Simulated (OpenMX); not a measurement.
# CuO (Tenorite) (Cc) in OpenMX: a series of runs, part 2 of 2

OpenMX 3.8.5. Earlier steps stand in the parts before.

## Step 4: Single point, LDA, 9.96 Å³/atom (volume scaled by 0.98)

The input, CuO.dat:

```
System.CurrrentDirectory             ./
System.Name                          CuO
DATA.PATH                            ./DFT_DATA13
level.of.stdout                      1
level.of.fileout                     0
Species.Number                       2
<Definition.of.Atomic.Species
  Cu  Cu6.0H-s3p2d2          Cu_CA13H
  O   O6.0-s2p2d1            O_CA13
Definition.of.Atomic.Species>

Atoms.Number                         4
Atoms.SpeciesAndCoordinates.Unit     FRAC
<Atoms.SpeciesAndCoordinates
    1  Cu    0.4968000000    0.0032000000    0.5000000000   9.500  9.500
    2  Cu    0.0032000000    0.4968000000    0.0000000000   9.500  9.500
    3  O     0.4056000000    0.5714000000    0.7537000000   3.000  3.000
    4  O     0.5714000000    0.4056000000    0.2537000000   3.000  3.000
Atoms.SpeciesAndCoordinates>

Atoms.UnitVectors.Unit               Ang
<Atoms.UnitVectors
     2.3289136198   -1.7019003246    0.0000000000
     2.3289136198    1.7019003246    0.0000000000
    -0.8547786486    0.0000000000    5.0254794206
Atoms.UnitVectors>

scf.XcType                           LDA
scf.SpinPolarization                 off
scf.ElectronicTemperature            580.226
scf.maxIter                          100
scf.EigenvalueSolver                 band
scf.Kgrid                            11 11 5
scf.Mixing.Type                      rmm-diisk
scf.Init.Mixing.Weight               0.05
scf.Min.Mixing.Weight                0.001
scf.Max.Mixing.Weight                0.3
scf.Mixing.History                   25
scf.Mixing.StartPulay                8
scf.criterion                        1.0e-8
MD.Type                              nomd
scf.Ngrid                            36 36 70
scf.energycutoff                     500.0
```

Launch:

```console
> openmx CuO.dat -nt 1 > CuO.std
```

Wall time 3 min (1 thread of Intel Xeon 6975P-C (Granite Rapids), shared host); peak memory 0.92 GiB.

The run converged. Its results:

* Free energy: -11638.6336 eV
* Largest force: 0.820 eV/Å
* Band gap on the k mesh: none (metal or under the smearing width)
* Mulliken charges: Cu +0.34; O -0.34 e

Caveat: Mulliken charges move with the basis; the basis of atomic orbitals isn't converged, which shifts pressures, moduli and gaps; the run has no spin polarisation, though such a crystal can be magnetic; semilocal functionals often make such compounds metallic where correlation or magnetic order opens a gap, which also shifts bond lengths.

## Step 5: Single point, LDA, 10.37 Å³/atom (volume scaled by 1.02)

Changes to CuO.dat since step 4:

```diff
@@ -22,5 +22,5 @@
 <Atoms.UnitVectors
-     2.3289136198   -1.7019003246    0.0000000000
-     2.3289136198    1.7019003246    0.0000000000
-    -0.8547786486    0.0000000000    5.0254794206
+     2.3601779360   -1.7247473506    0.0000000000
+     2.3601779360    1.7247473506    0.0000000000
+    -0.8662535568    0.0000000000    5.0929435705
 Atoms.UnitVectors>
```

Launch:

```console
> openmx CuO.dat -nt 1 > CuO.std
```

Wall time 3.1 min (1 thread of Intel Xeon 6975P-C (Granite Rapids), shared host); peak memory 0.89 GiB.

The run converged. Its results:

* Free energy: -11638.5678 eV
* Largest force: 0.793 eV/Å
* Band gap on the k mesh: none (metal or under the smearing width)
* Mulliken charges: Cu +0.35; O -0.35 e

Caveat: Mulliken charges move with the basis; the basis of atomic orbitals isn't converged, which shifts pressures, moduli and gaps; the run has no spin polarisation, though such a crystal can be magnetic; semilocal functionals often make such compounds metallic where correlation or magnetic order opens a gap, which also shifts bond lengths.

## Step 6: Single point, LDA, 9.76 Å³/atom (volume scaled by 0.96)

Changes to CuO.dat since step 5:

```diff
@@ -22,5 +22,5 @@
 <Atoms.UnitVectors
-     2.3601779360   -1.7247473506    0.0000000000
-     2.3601779360    1.7247473506    0.0000000000
-    -0.8662535568    0.0000000000    5.0929435705
+     2.3129616560   -1.6902431073    0.0000000000
+     2.3129616560    1.6902431073    0.0000000000
+    -0.8489238166    0.0000000000    4.9910572484
 Atoms.UnitVectors>
```

Potentials or basis: OpenMX 2013 LDA set, Cu6.0H-s3p2d2, O6.0-s2p2d1, fixed grid of 36 × 36 × 70 points.

Launch:

```console
> openmx CuO.dat -nt 1 > CuO.std
```

Wall time 3.9 min (1 thread of Intel Xeon 6975P-C (Granite Rapids), shared host); peak memory 0.93 GiB.

The run converged. Its results:

| Item | Value |
| --- | --- |
| Free energy | -11638.6382 eV |
| Largest force | 0.919 eV/Å |
| Band gap on the k mesh | none (metal or under the smearing width) |
| Mulliken charges | Cu +0.34; O -0.34 e |

Caveat: Mulliken charges move with the basis; the basis of atomic orbitals isn't converged, which shifts pressures, moduli and gaps; the run has no spin polarisation, though such a crystal can be magnetic; semilocal functionals often make such compounds metallic where correlation or magnetic order opens a gap, which also shifts bond lengths.

## Step 7: Single point, LDA, 10.57 Å³/atom (volume scaled by 1.04)

Changes to CuO.dat since step 6:

```diff
@@ -22,5 +22,5 @@
 <Atoms.UnitVectors
-     2.3129616560   -1.6902431073    0.0000000000
-     2.3129616560    1.6902431073    0.0000000000
-    -0.8489238166    0.0000000000    4.9910572484
+     2.3755041962   -1.7359473225    0.0000000000
+     2.3755041962    1.7359473225    0.0000000000
+    -0.8718787375    0.0000000000    5.1260155593
 Atoms.UnitVectors>
```

Launch:

```console
> openmx CuO.dat -nt 1 > CuO.std
```

It took 4.2 min on 1 thread of Intel Xeon 6975P-C (Granite Rapids), shared host; peak memory 0.88 GiB.

The run converged. Its results:

- Free energy: -11638.5111 eV
- Largest force: 0.789 eV/Å
- Band gap on the k mesh: none (metal or under the smearing width)
- Mulliken charges: Cu +0.35; O -0.35 e

Caveat: Mulliken charges move with the basis; the basis of atomic orbitals isn't converged, which shifts pressures, moduli and gaps; the run has no spin polarisation, though such a crystal can be magnetic; semilocal functionals often make such compounds metallic where correlation or magnetic order opens a gap, which also shifts bond lengths.

## Step 8: Single point, LDA, 9.55 Å³/atom (volume scaled by 0.94)

Changes to CuO.dat since step 7:

```diff
@@ -22,5 +22,5 @@
 <Atoms.UnitVectors
-     2.3755041962   -1.7359473225    0.0000000000
-     2.3755041962    1.7359473225    0.0000000000
-    -0.8718787375    0.0000000000    5.1260155593
+     2.2967865698   -1.6784228387    0.0000000000
+     2.2967865698    1.6784228387    0.0000000000
+    -0.8429870921    0.0000000000    4.9561536082
 Atoms.UnitVectors>
```

Launch:

```console
> openmx CuO.dat -nt 1 > CuO.std
```

Wall time 3.9 min (1 thread of Intel Xeon 6975P-C (Granite Rapids), shared host); peak memory 0.95 GiB.

It converged, with:

| Property | Result |
| --- | --- |
| Free energy | -11638.6213 eV |
| Largest force | 0.939 eV/Å |
| Band gap on the k mesh | none (metal or under the smearing width) |
| Mulliken charges | Cu +0.34; O -0.34 e |

Caveat: Mulliken charges move with the basis; the basis of atomic orbitals isn't converged, which shifts pressures, moduli and gaps; the run has no spin polarisation, though such a crystal can be magnetic; semilocal functionals often make such compounds metallic where correlation or magnetic order opens a gap, which also shifts bond lengths.

## Step 9: Single point, LDA, 10.77 Å³/atom (volume scaled by 1.06)

Changes to CuO.dat since step 8:

```diff
@@ -22,5 +22,5 @@
 <Atoms.UnitVectors
-     2.2967865698   -1.6784228387    0.0000000000
-     2.2967865698    1.6784228387    0.0000000000
-    -0.8429870921    0.0000000000    4.9561536082
+     2.3906352041   -1.7470046099    0.0000000000
+     2.3906352041    1.7470046099    0.0000000000
+    -0.8774322550    0.0000000000    5.1586662202
 Atoms.UnitVectors>
```

Potentials or basis: OpenMX 2013 LDA set, Cu6.0H-s3p2d2, O6.0-s2p2d1, fixed grid of 36 × 36 × 70 points.

Launch:

```console
> openmx CuO.dat -nt 1 > CuO.std
```

Run time: 3.6 min. Hardware: 1 thread of Intel Xeon 6975P-C (Granite Rapids), shared host; peak memory 0.85 GiB.

It converged, with:

- Free energy: -11638.4403 eV
- Largest force: 0.788 eV/Å
- Band gap on the k mesh: none (metal or under the smearing width)
- Mulliken charges: Cu +0.35; O -0.35 e

Caveat: Mulliken charges move with the basis; the basis of atomic orbitals isn't converged, which shifts pressures, moduli and gaps; the run has no spin polarisation, though such a crystal can be magnetic; semilocal functionals often make such compounds metallic where correlation or magnetic order opens a gap, which also shifts bond lengths.

## Step 10: Equation of state, LDA

Potentials or basis: OpenMX 2013 LDA set, Cu6.0H-s3p2d2, O6.0-s2p2d1, fixed grid of 36 × 36 × 70 points.

No new run: the results of the series are fitted here.

What came out:

* Equilibrium volume: 9.81 Å³/atom
* Bulk modulus at fixed shape and positions: 201 GPa
* Pressure derivative of the bulk modulus: 4.6

Energy against volume, from the lowest point:
| volume (Å³/atom) | energy (meV/atom) |
| --- | --- |
| 9.553 | 4.24 |
| 9.756 | 0.00 |
| 9.959 | 1.15 |
| 10.163 | 7.21 |
| 10.366 | 17.60 |
| 10.569 | 31.80 |
| 10.772 | 49.47 |

Caveat: volumes in these bases differ from converged ones by about 1 %, for some elements by several; the cell was scaled at fixed shape and fractional positions, which overstates the stiffness of a crystal with free parameters, most of all of layers and chains; the basis of atomic orbitals isn't converged, which shifts pressures, moduli and gaps; the run has no spin polarisation, though such a crystal can be magnetic.
